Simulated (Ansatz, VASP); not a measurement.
# Cross-check of GaP between VASP and Ansatz

One calculation is typed for both programs; each brings its own data sets and cutoff. How far apart do they land?

Main program and level: Ansatz 0.2.0; plane waves, with VASP 6.6.1 beside it; G0W0 gap at PBE.

### Step 1. The starting structure

It takes space group F-43m (No. 216, cubic). Conventional cell: a = 5.451 Å, b = 5.451 Å, c = 5.451 Å, α = 90.00°, β = 90.00°, γ = 90.00°. Nearest to Ga lie 4 P at 2.36 Å. Nearest to P lie 4 Ga at 2.36 Å. Farther neighbours are not listed.

As a file:

```cif
data_structure
_symmetry_space_group_name_H-M 'F-43m'
_symmetry_Int_Tables_number 216
_cell_length_a 5.4505
_cell_length_b 5.4505
_cell_length_c 5.4505
_cell_angle_alpha 90.000
_cell_angle_beta 90.000
_cell_angle_gamma 90.000
_cell_volume 161.92
loop_
_atom_site_label
_atom_site_type_symbol
_atom_site_symmetry_multiplicity
_atom_site_Wyckoff_symbol
_atom_site_fract_x
_atom_site_fract_y
_atom_site_fract_z
_atom_site_occupancy
Ga1 Ga 4 a 0.00000 0.00000 0.00000 1
P1 P 4 d 0.25000 0.25000 0.75000 1
```

### Step 2. Ansatz: G0W0 gap, PBE

Ansatz runs on its default PAW (the set named soft_2) files.

Quasiparticle shifts depend on high empty states and on the cores, so they are the hardest test of two PAW sets.

Contents of input.yaml:

```yaml
crystal:
  lattice:
    - [0.0, 2.72525, 2.72525]
    - [2.72525, 0.0, 2.72525]
    - [2.72525, 2.72525, 0.0]
  atoms:
    - { symbol: Ga, position: [0.0, 0.0, 0.0] }
    - { symbol: P, position: [0.25, 0.25, 0.25] }
hamiltonian:
  xc: pbe
  pseudopotentials: { kind: paw }
kpoints:
  mp_grid: { grid: [4, 4, 4] }
scf:
  occupations: { method: fixed }
gw:
  n_empty_bands: 87
  ecut_chi: 100.0
  qp_bands: [v2, c2]
  qp_kpoints: band_edges
  screening: { model: contour_deformation }
```

On the command line:

```bash
$ ansatz run input.yaml --threads 4 --pin off --max-ram 9216MiB --backend cpu --events-out ev --progress --plain --runs-dir out
```

Numbers of over 12 decimals in the logs are rounded to 6 here.

What it wrote:

```text
Engine: ansatz 0.2.0, aarch64-unknown-linux-gnu
Pseudopotentials: kind: paw
Pseudopotential: Ga, paw, valence charge 13, recommended cutoff 420 eV (normal), Ga.paw.azcp
Pseudopotential: P, paw, valence charge 5, recommended cutoff 420 eV (normal), P.paw.azcp
Functional definition: PBE
  parameter kappa = 0.804
  parameter beta = 0.066725
  exchange = pbe_x(kappa = kappa, mu = beta*pi^2/3)
  correlation = pbe_c(beta = beta)
Crystal: 2 atoms, lattice volume = 40.481 Å³
Basis set: ecut = 420 eV, 749 PW (Γ)
Bands: 13, of which v1, the nominal top of the filled ones, is band 9 counted from 1 (8 counted from 0)
Symmetry: 24 space group operations
Space group: F-43m (ITA 216), of the structure as read, at distance tolerance 3.4e-5 Å
k-points: 8 of 64 (time reversal used)
Non-local potential: Ga, projectors of the file, l = 0: 2, l = 1: 2, l = 2: 3, l = 3: 1
Non-local potential: P, projectors of the file, l = 0: 2, l = 1: 2, l = 2: 2
PAW form: soft (Blöchl's): semilocal exchange-correlation on the pseudo side does not see the compensation charge
PAW one-centre angular grid: Ga, 590 points (default); XC on 64 Gauss nodes
PAW one-centre angular grid: P, 110 points (default); XC on 64 Gauss nodes
Initial density: superposition of atomic densities (neutral atoms: chi_scale 0, normalization atom), corrected by the library's trained network
Initial wavefunctions: pseudopotential atomic-orbital guess
Functional: x = pbe(κ = 0.804, μ = 0.219515), c = pbe(β = 0.066725)
SCF iter   1: F=—  HF=-4539.409009 eV  |F-HF|=—  |Δ(HF+E_count)|=         —  Δρ=1.83e-3  dr2=8.23e-4  ethr=1.77e-3  ⟨swp⟩=5.0  Hψ=552  notcnv=0  defer=13
preconditioner: auto → none  [insulator: Δε(μ)=1.644 eV  Ē_g=15.445 eV  n_scr=14 (ndim 8)  ℏωp=24.8 eV  f_vac=0.011  ε∞_Penn≈3.6]
SCF iter   2: F=—  HF=-4539.408137 eV  |F-HF|=—  |Δ(HF+E_count)|=   8.72e-4  Δρ=8.44e-4  dr2=1.66e-4  ethr=4.57e-6  ⟨swp⟩=2.8  Hψ=275  notcnv=0  defer=12
SCF iter   3: F=—  HF=-4539.408041 eV  |F-HF|=—  |Δ(HF+E_count)|=   9.56e-5  Δρ=3.05e-4  dr2=1.91e-5  ethr=9.21e-7  ⟨swp⟩=2.0  Hψ=192  notcnv=0  defer=12
SCF iter   4: F=—  HF=-4539.408057 eV  |F-HF|=—  |Δ(HF+E_count)|=   1.59e-5  Δρ=1.28e-4  dr2=3.40e-6  ethr=1.06e-7  ⟨swp⟩=2.5  Hψ=137  notcnv=0  defer=8
SCF iter   5: F=—  HF=-4539.408063 eV  |F-HF|=—  |Δ(HF+E_count)|=   5.77e-6  Δρ=2.99e-5  dr2=1.96e-7  ethr=1.89e-8  ⟨swp⟩=2.9  Hψ=175  notcnv=0  defer=9
SCF iter   6: F=-4539.408063 eV  HF=-4539.408063 eV  |F-HF|=4.39e-9  |Δ(HF+E_count)|=   8.71e-8  Δρ=9.97e-6  dr2=1.94e-8  ethr=5.56e-10  ⟨swp⟩=6.4  Hψ=528  notcnv=0
SCF 1 converged in 6 iterations: F = -4539.408063 eV  dr2 = 1.94e-8
  greatest PAW one-centre occupation: 0.994 electrons in one spin orbital (limit 2), on the Ga atom at site 0 (counted from 0), in its partial waves of l = 2
NSCF: frozen V_eff on 8 k-points
G₀W₀ screening: q 1/8
G₀W₀ screening: q 2/8 (q-point 5)
G₀W₀ screening: q 3/8 (q-point 6)
G₀W₀ screening: q 4/8 (q-point 2)
G₀W₀ screening: q 5/8 (q-point 4)
G₀W₀ screening: q 6/8 (q-point 8)
G₀W₀ screening: q 7/8 (q-point 3)
G₀W₀ screening: q 8/8 (q-point 7)
G₀W₀ self-energy: k 1/6
G₀W₀ self-energy: k 2/6
G₀W₀ self-energy: k 3/6
G₀W₀ self-energy: k 4/6
G₀W₀ self-energy: k 5/6
G₀W₀ self-energy: k 6/6
NSCF: frozen V_eff on 1 k-points
SCF converged after 6 iterations
Free energy (F): -4539.408063 eV
Harris-Foulkes:  -4539.408063 eV  (|F-HF|=4.39e-9)
Internal energy: -4539.408063 eV  (E = F + TS)
E sigma→0 (E₀):  -4539.408063 eV
Fermi energy:    7.131628 eV
--- Per-component energies (eV) ---
  E_band       = -57.820638
  E_kinetic    = 186.778748
  E_local      = -2201.177298  (includes V_loc(G=0)·N_el)
  E_nonlocal   = 459.085496
  E_hartree    = 1018.098864
  E_xc         = -130.813253
  E_vxc        = -119.085699  (∫ρ·V_xc dr)
  E_paw        = -2558.735572  (= ΣΔE_a)
  E_vpaw       = -419.612490  (= ΣTr[D̂ρ^β])
  E_aug_tail   = -0.000104  (compensation charges beyond the density's cutoff)
  E_ewald      = -1312.644944
  E_smearing   = -0.000000  (= −TS)
  E_closure    = 0.000000  (closes the sum)
  Σ components = -4539.408063   (vs F -4539.408063, Δ=0.00e0)
--- Band table (eV; the first three rows and the last of 8) ---
  k-point 0: bands = [... 5 lower, -5.3690, 7.1316, 7.1316, 7.1316, 8.9509, 10.9864, 10.9864, 10.9864]
  k-point 1: bands = [... 5 lower, -4.5925, 3.2440, 6.4645, 6.4645, 9.2706, 11.8439, 11.8439, 13.4732]
  k-point 2: bands = [... 5 lower, -3.2973, 0.4779, 6.0070, 6.0070, 8.7872, 11.8176, 11.8176, 15.3976]
  k-point 7: bands = [... 5 lower, -2.2986, 0.5580, 3.5434, 3.6948, 11.8190, 11.9815, 13.2063, 13.2586]
--- G₀W₀: contour deformation, 6 samples at zero and on the imaginary axis and 2 off it, 64 q-points, 87 empty bands' worth ---
  eigenvalues of the whole cell's RPA ε∞ on this k-mesh (on a slab, of 1 + 4πα/V) = 18.1280, 18.1280, 18.1280; static W/v taken at q = 0 is 0.055163
  gw.qp_kpoints: band_edges: 6 of 8 stored k-points solved, in 1 pass; an edge of the gap read off the rows below is read off those points alone
    valence top: of the k-points left out ik 5 came nearest to being solved in a further pass, in band 9 (counted from 1, as in the quasiparticle table): it holds the edge there only if its correction is more favourable than any solved in that band by at least 1.209 eV; those differ by 0.124 eV
    conduction bottom: of the k-points left out ik 4 came nearest to being solved in a further pass, in band 10 (counted from 1, as in the quasiparticle table): it holds the edge there only if its correction is more favourable than any solved in that band by at least 0.810 eV; those differ by 0.479 eV
    ik  band        ε_KS         Σx   Σc(E_QP)       V_xc       Z   E_QP_lin       E_QP  E_QP is
     0     8      7.1316   -17.4010     1.5706   -15.3972  0.7653     6.6962     6.6984  root
     0     9      7.1316   -17.4010     1.5706   -15.3972  0.7653     6.6962     6.6984  root
     0    10      8.9509   -10.4869    -4.3237   -15.2509  0.7756     9.3936     9.3912  root
     0    11     10.9864    -7.3573    -4.3987   -12.0189  0.7739    11.2507    11.2493  root
     1     8      6.4645   -16.8948     1.7152   -14.7184  0.7626     6.0006     6.0033  root
     1     9      6.4645   -16.8948     1.7152   -14.7184  0.7626     6.0006     6.0033  root
     1    10      9.2706    -8.9947    -4.2007   -13.5195  0.7782     9.5960     9.5947  root
     1    11     11.8439    -7.3997    -4.6377   -12.3000  0.7600    12.1073    12.1065  root
     2     8      6.0070   -16.7865     1.9004   -14.3988  0.7590     5.5161     5.5197  root
     2     9      6.0070   -16.7865     1.9004   -14.3988  0.7590     5.5161     5.5197  root
     2    10      8.7872    -9.1518    -4.0509   -13.4945  0.7812     9.0800     9.0790  root
     2    11     11.8176    -6.9471    -4.6025   -11.7604  0.7628    12.0293    12.0285  root
     3     8      5.4394   -16.3264     2.0051   -13.8093  0.7553     4.9228     4.9274  root
     3     9      5.4394   -16.3264     2.0051   -13.8093  0.7553     4.9228     4.9274  root
     3    10      9.2883    -7.4163    -4.0165   -11.5859  0.7840     9.4416     9.4414  root
     3    11     10.8362    -7.7763    -4.4527   -12.4258  0.7696    11.0337    11.0332  root
     6     8      4.4358   -16.1292     2.4177   -13.1582  0.7423     3.8765     3.8826  root
     6     9      4.4358   -16.1292     2.4177   -13.1582  0.7423     3.8765     3.8826  root
     6    10      8.7605    -6.7647    -3.8449   -10.5714  0.7917     8.7223     8.7223  root
     6    11      8.9346    -7.7768    -3.9485   -11.8723  0.7843     9.0818     9.0815  root
     7     8      3.5434   -15.8077     2.6383   -12.5791  0.7317     2.9498     2.9531  root
     7     9      3.6948   -15.0892     2.4463   -12.0852  0.7316     3.1305     3.1370  root
     7    10     11.8190    -7.2995    -4.4072   -11.7704  0.7640    11.8828    11.8827  root
     7    11     11.9815    -8.8360    -5.0122   -14.2934  0.7447    12.4264    12.4268  root
```

Wall time 4 s (4 threads of Arm Neoverse V1, shared host); peak memory 0.39 GiB; 12 s of CPU time.

(Part 1 of 2 ends here.)

[Lines on the potential files, build, host, timing and source positions are cut from VASP's logs without a mark.]

[Logs are printed without paths, hosts, clocks, repeated set-up lines and the standing remarks that a program may print on its own settings, such as how far it seeks lower states.]

[Hosts, paths, dates, database ids (printed as entryN), source tags and the programs' standing remarks are cut or masked in the printed files.]
